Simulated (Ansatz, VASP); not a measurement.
**Two plane-wave programs on Ni**

```
Ni
1.0
     2.50026    0.00000    0.00000
    -1.25013    2.16529    0.00000
     0.00000    0.00000   25.20726
Ni
6
Direct
  0.66667 0.33333 0.29753
  0.33333 0.66667 0.37852
  0.00000 0.00000 0.45951
  0.66667 0.33333 0.54049
  0.33333 0.66667 0.62148
  0.00000 0.00000 0.70247
```

The slab is cut from a database's or a generator's crystal, which needn't be the stable form of the element.

Alike in both runs: functional PBE; k mesh 12 × 12 × 1; occupations fermi-dirac, width 0.05 eV; collinear spin, ferromagnetic start.

|  | VASP | Ansatz |
| --- | --- | --- |
| version | VASP 6.6.1 | Ansatz 0.2.0 |
| potentials or method | VASP PAW PBE potentials, release 64 (Ni) | Ansatz PAW |
| plane-wave cutoff (eV) | 520 | 420 |
| valence electrons in the cell | 60 | 108 |
| task | work function | single point |

|  | VASP | Ansatz | Ansatz less VASP |
| --- | --- | --- | --- |
| gap on the k mesh at the Fermi level (eV) | none | none | - |
| rms of the force components (eV/Å) | 0.092 | 0.093 | +0.0010 |
| net moment per atom (μB) | 0.65 | 0.66 | +0.012 |
| size of the moment on the site where the two differ most (μB) | 0.65 | 0.69 | +0.042 |
| work function, face that differs most (eV) | 5.01 | 5.03 | +0.021 |

Site moments also hang on the region over which each program counts them. Atom by atom the forces differ by 0.001 eV/Å (rms over components). A gap of «none» marks a metal or a gap that the smearing closes. With one functional, cell and mesh, what is left measures potentials, basis and numerics. The two sets of potentials don't hold the same shells in valence.
